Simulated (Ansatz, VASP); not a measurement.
## TiB2 in VASP and in Ansatz

```
Ti B
1.0
     2.99430    0.00000    0.00000
    -1.49715    2.59314    0.00000
     0.00000    0.00000    3.15934
Ti B
1 2
Direct
  0.00000 0.00000 0.00000
  0.33333 0.66667 0.50000
  0.66667 0.33333 0.50000
```

Alike in both runs: functional LDA; k mesh 15 × 15 × 12; occupations fermi-dirac, width 0.15 eV; no spin polarisation.

Ansatz relaxed the structure, and its values are those at the end. VASP's run is a single point on that final structure, the one shown.

```csv
,VASP,Ansatz
version,VASP 6.6.1,Ansatz 0.2.0
potentials or method,"VASP PAW LDA potentials, release 64 (Ti_sv, B)","scalar-relativistic, plane waves, PAW"
plane-wave cutoff (eV),520,600
valence electrons in the cell,18,18
```

|  | VASP | Ansatz | Ansatz less VASP |
| --- | --- | --- | --- |
| gap on the k mesh at the Fermi level (eV) | none | none | - |
| pressure (GPa) | 0.7 | 0.0 | -0.68 |

A gap of «none» marks a metal or a gap that the smearing closes. Ansatz warned: «pseudo_functional_mismatch».
